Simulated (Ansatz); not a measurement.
# Ca8F17: the cost of one run

All numbers below are computed with Ansatz 0.2.0 (DFT PBEsol, plane waves, PAW, scalar-relativistic, collinear spin).

## 1. The system as given

The cell holds 25 atoms (Ca8F17): a = 7.646 Å, b = 7.646 Å, c = 7.646 Å, α = 60.00°, β = 60.00°, γ = 60.00°.

The coordinates stand in the first input below.

## 2. Relaxing end A

The input, input.yaml:

```yaml
crystal:
  lattice:
    - [0.0, 5.4066, 5.4066]
    - [5.4066, 0.0, 5.4066]
    - [5.4066, 5.4066, 0.0]
  atoms:
    - { symbol: Ca, position: [0.0, 0.0, 0.0] }
    - { symbol: F, position: [0.125, 0.125, 0.125] }
    - { symbol: F, position: [0.375, 0.375, 0.375] }
    - { symbol: Ca, position: [0.0, 0.0, 0.5] }
    - { symbol: F, position: [0.125, 0.125, 0.625] }
    - { symbol: F, position: [0.375, 0.375, 0.875] }
    - { symbol: Ca, position: [0.0, 0.5, 0.0] }
    - { symbol: F, position: [0.125, 0.625, 0.125] }
    - { symbol: F, position: [0.375, 0.875, 0.375] }
    - { symbol: Ca, position: [0.0, 0.5, 0.5] }
    - { symbol: F, position: [0.125, 0.625, 0.625] }
    - { symbol: F, position: [0.375, 0.875, 0.875] }
    - { symbol: Ca, position: [0.5, 0.0, 0.0] }
    - { symbol: F, position: [0.625, 0.125, 0.125] }
    - { symbol: F, position: [0.875, 0.375, 0.375] }
    - { symbol: Ca, position: [0.5, 0.0, 0.5] }
    - { symbol: F, position: [0.625, 0.125, 0.625] }
    - { symbol: F, position: [0.875, 0.375, 0.875] }
    - { symbol: Ca, position: [0.5, 0.5, 0.0] }
    - { symbol: F, position: [0.625, 0.625, 0.125] }
    - { symbol: F, position: [0.875, 0.875, 0.375] }
    - { symbol: Ca, position: [0.5, 0.5, 0.5] }
    - { symbol: F, position: [0.625, 0.625, 0.625] }
    - { symbol: F, position: [0.875, 0.875, 0.875] }
    - { symbol: F, position: [0.6788274, 0.3211759, 0.1892202], spin: 1.0 }
magnetization:
  spin_polarized: true
basis:
  ecutwfc: 420.0
kpoints:
  mp_grid: { grid: [2, 2, 2] }
hamiltonian:
  xc: pbesol
  pseudopotentials: { kind: paw, azcp: { folder: soft_1 } }
scf:
  occupations: { method: gaussian, width: 0.05 }
  lower_state_search: "off"
relax:
  f_tol: 0.03
  max_steps: 60
  adjacent_minimum: "off"
output:
  write_density: true
  write_potential: true
  elf: true
  volumetric_format: npy
```

Run with:

```bash
ansatz run input.yaml --threads 4 --pin off --max-ram 10240MiB --backend cpu --events-out ev --progress --plain --runs-dir out
```

Q: Estimate wall time and peak memory on 4 threads of Arm Neoverse V2, shared host.

About 77 s, with a peak of 1.3 GiB.
